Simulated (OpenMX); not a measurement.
Runs of OpenMX 3.8.5 on WC. Symmetry: Fm-3m, No. 225, cubic system. Conventional cell: a = 4.385 Å, b = 4.385 Å, c = 4.385 Å, α = 90.00°, β = 90.00°, γ = 90.00°. Around W (site symmetry m-3m) lie 6 C at 2.19 Å. C (site symmetry m-3m) is surrounded by 6 W at 2.19 Å. Measurements of this composition are mostly on another form, of space group No. 187.

```tsv
level	gap on the mesh (eV)	pressure (GPa)
PBE+D3(BJ)	none	-8.4
PBE	none	-1.2
PBE+D3	none	(a)
PBE+D4	none	-8.1
```

Alike in all rows: task single point; potentials or basis OpenMX 2013 PBE set, W7.0-s3p2d2f1, C6.0-s2p2d1, grid cutoff 400 Ry; no spin polarisation; cell as given; k mesh 7 × 7 × 7; smearing fermi-dirac 0.05 eV.

Question: Fill in the values left out.

Answer: (a) -7.5.

Caveats: the basis of atomic orbitals isn't converged, which shifts pressures, moduli and gaps; pairwise dispersion overbinds metals, which lowers pressure and volume (some runs).

A k mesh can miss the band edges, and the runs leave out spin-orbit coupling on W.

A gap of «none» marks a metal or a gap under the smearing width.
